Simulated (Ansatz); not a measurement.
**Sr: enthalpy against pressure**

Sr, Fm-3m, a = 5.916 Å. Ansatz: PBEsol, PAW, 420 eV, Γ-centred 12×12×12 mesh on 1 atom, Gaussian smearing 0.10 eV; no spin polarisation. Cell and atoms are relaxed at each pressure, and no other structure is tried, so the rows at high pressure may lie past a change of phase. y is the enthalpy over the state at zero pressure; there V0 = 51.759 Å³/atom. The pressures are the targets, met within 0.07 GPa.

```tsv
P (GPa)	y (eV/atom)
-1.0	-0.3373
0.0	0.0000
1.0	0.3114
4.0	1.1490
12.0	?
25.0	5.2492
50.0	8.5853
90.0	12.6798
```

Problem. Fit y = c1 P + c2 P² + c3 P³ to the other rows, say what c1 and c2 mean, and predict the missing value.

Solution. Least squares on the rows shown. y = 0.26992 P − 0.0026469 P² + 1.3482×10⁻⁵ P³. Since dH/dP = V, c1 is V0: 0.26992 eV/GPa × 160.2 = 43.241 Å³ against 51.759; c2 = −V0/(2B0) gives B0 = 51 GPa, where a Birch–Murnaghan fit to the volumes of the same runs (not shown) gives 12.5 GPa. The volume falls by 72 % over the range, most steeply at the start, which a cubic can't follow: here c1 isn't V0 and c2 doesn't give B0. Above P = −c2/(3 c3) = 65 GPa the cubic's slope, the volume, would rise with pressure, so the form fails there. With a term in P⁴ added, the coefficient of P becomes 0.3117, 15 % more, which shows how far this figure hangs on the form. At P = 12.0 the fit asked for gives 2.8812 eV/atom. The run gave 2.9619 eV/atom, so the fit is 0.0807 eV/atom too low, within twice the rms miss on the fitted rows (0.0604 eV/atom).

The mesh isn't the same in all rows (12×12×12, 14×14×14, 16×16×16, 18×18×18).